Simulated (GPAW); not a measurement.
CdS (Greenockite), 4 atoms in the cell. Symmetry: P6_3mc, No. 186, hexagonal system. Conventional cell: a = 4.150 Å, b = 4.150 Å, c = 6.737 Å, α = 90.00°, β = 90.00°, γ = 120.00°. Cd (site symmetry 3m) is surrounded by 4 S at 2.53 to 2.54 Å. Around S (site symmetry 3m) lie 4 Cd at 2.53 to 2.54 Å. 

```yaml
Program: GPAW 26.7.0
Task: relaxation of cell and atoms
Functional: PBEsol
Dispersion: D3
Potentials_or_basis: PAW data sets generated in the run's folder for this functional
Cutoff: 600 eV
Basis: pw
k_mesh: 5 × 5 × 3
Occupations: fermi-dirac, width 0.05 eV
Spin: no spin polarisation
Maxiter: 150
Optimizer: LBFGS
Fmax: 0.05 eV/Å
Max_steps: 60
```

Potentials or basis: PAW data sets generated in the run's folder for this functional, pw.

Command:

```console
$ gpaw-setup -f PBEsol Cd S
$ OMP_NUM_THREADS=1 python run.py
```

Hardware: 1 thread of Arm Neoverse V2, with other jobs on the host.

How long does it take, and how much memory?

Run time: 80 s on 1 thread of Arm Neoverse V2, on a shared host, peak memory 0.23 GiB. Counts: scf iterations 43, plane waves 3372, bands 31, k points 12, ion steps 5.
